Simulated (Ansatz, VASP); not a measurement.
## Two plane-wave programs on AlN

```
Al N
1.0
     0.00000    2.09962    1.96317
     2.09962    0.00000    1.96317
     2.09962    2.09962    0.00000
Al N
1 1
Direct
  0.00000 0.00000 0.00000
  0.50000 0.50000 0.50000
```

Change from the starting cell: epitaxial_xy strain +4.0%.

Alike in both runs: task single point; functional r2SCAN; k mesh 10 × 10 × 10; no spin polarisation.

|  | VASP | Ansatz |
| --- | --- | --- |
| version | VASP 6.6.1 | Ansatz 0.2.0 |
| potentials or method | VASP PAW PBE potentials, release 64 (Al, N) | plane waves, PAW |
| plane-wave cutoff (eV) | 520 | 500 |
| occupations | gaussian, width 0.01 eV | fixed |
| valence electrons in the cell | 8 | 8 |

|  | VASP | Ansatz | Ansatz less VASP |
| --- | --- | --- | --- |
| gap on the k mesh at the Fermi level (eV) | 4.57 | 4.56 | -0.002 |
| pressure (GPa) | -11.3 | -10.5 | +0.74 |
| largest component of the traceless stress (GPa) | 10.75 | 10.53 | -0.222 |

Caveats: the PAW data sets were made with another functional, which shifts forces and pressure a little (VASP). A k mesh can miss the band edges.
